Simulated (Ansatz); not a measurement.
A relaxation computed with Ansatz, from input to last step.

```yaml
crystal:
  lattice:
    - [3.185389133, 0.0, 0.0]
    - [-1.5926945665, 2.7586279101, 0.0]
    - [0.0, 0.0, 12.2559090579]
  atoms:
    - { symbol: W, position: [0.3333333333, 0.6666666667, 0.75] }
    - { symbol: W, position: [0.6666666667, 0.3333333333, 0.25] }
    - { symbol: S, position: [0.3333333333, 0.6666666667, 0.1202472841] }
    - { symbol: S, position: [0.6666666667, 0.3333333333, 0.6202472841] }
    - { symbol: S, position: [0.3333333333, 0.6666666667, 0.3797527159] }
    - { symbol: S, position: [0.6666666667, 0.3333333333, 0.8797527159] }
basis:
  ecutwfc: 420
kpoints:
  mp_grid: { grid: [12, 12, 4] }
hamiltonian:
  xc: pbe
  dispersion: d3bj
scf:
  occupations: { method: gaussian, width: 0.02 }
output:
  forces: true
  stress: true
  eigenvalues: true
relax:
  adjacent_minimum: "off"
  f_tol: 0.01
  max_steps: 30
  cell: { stress_tol: 0.1, fix: [volume] }
```

```bash
ansatz run input.yaml --threads 1 --pin off --max-ram 2560MiB --backend cpu --events-out ev --progress --plain --runs-dir out
```

The calculation used DFT PBE+D3(BJ), scalar-relativistic, plane waves, PAW in Ansatz 0.2.0.

The volume is held at 1.03 times that of the relaxed cell.

Of 4 frames 3 are shown, positions in Å and forces in eV/Å; the SCF threshold varies from step to step. Steps run on the plane waves of an earlier cell, with a Pulay correction in the pressure. The basis is chosen afresh for the last frame, the zero of the energies, and at times for earlier ones too; energy and pressure step there, also at an unchanged geometry.

```xyz
6
Lattice="3.1854 0.0000 0.0000 -1.5927 2.7586 0.0000 0.0000 0.0000 12.2559" Properties=species:S:1:pos:R:3:forces:R:3 pbc="T T T" step=1 free_energy_over_end_meV_per_atom=5.73 pressure_GPa=-4.68
W     0.0000    1.8391    9.1919    0.0000    0.0000    0.0000
W     1.5927    0.9195    3.0640    0.0000    0.0000    0.0000
S     0.0000    1.8391    1.4737    0.0000    0.0000    0.4936
S     1.5927    0.9195    7.6017    0.0000    0.0000    0.4936
S     0.0000    1.8391    4.6542    0.0000    0.0000   -0.4936
S     1.5927    0.9195   10.7822    0.0000    0.0000   -0.4936
6
Lattice="3.1526 0.0000 0.0000 -1.5763 2.7302 0.0000 0.0000 0.0000 12.5125" Properties=species:S:1:pos:R:3:forces:R:3 pbc="T T T" step=2 free_energy_over_end_meV_per_atom=1.90 pressure_GPa=0.89
W     0.0000    1.8201    9.3844    0.0000    0.0000    0.0000
W     1.5763    0.9101    3.1281    0.0000    0.0000    0.0000
S     0.0000    1.8201    1.5629    0.0000    0.0000   -0.2804
S     1.5763    0.9101    7.8192    0.0000    0.0000   -0.2804
S     0.0000    1.8201    4.6934    0.0000    0.0000    0.2804
S     1.5763    0.9101   10.9497    0.0000    0.0000    0.2804
6
Lattice="3.1661 0.0000 0.0000 -1.5830 2.7419 0.0000 0.0000 0.0000 12.4061" Properties=species:S:1:pos:R:3:forces:R:3 pbc="T T T" step=4 free_energy_over_end_meV_per_atom=0.00 pressure_GPa=-1.30
W     0.0000    1.8279    9.3046    0.0000    0.0000    0.0000
W     1.5830    0.9140    3.1015    0.0000    0.0000    0.0000
S     0.0000    1.8279    1.5278    0.0000    0.0000    0.0085
S     1.5830    0.9140    7.7308    0.0000    0.0000    0.0085
S     0.0000    1.8279    4.6752    0.0000    0.0000   -0.0085
S     1.5830    0.9140   10.8783    0.0000    0.0000   -0.0085
```

It took 39 s on 1 thread of Arm Neoverse V2, on a shared host, peak memory 0.45 GiB.

Spin–orbit coupling is left out, which can shift energies with elements as heavy as these.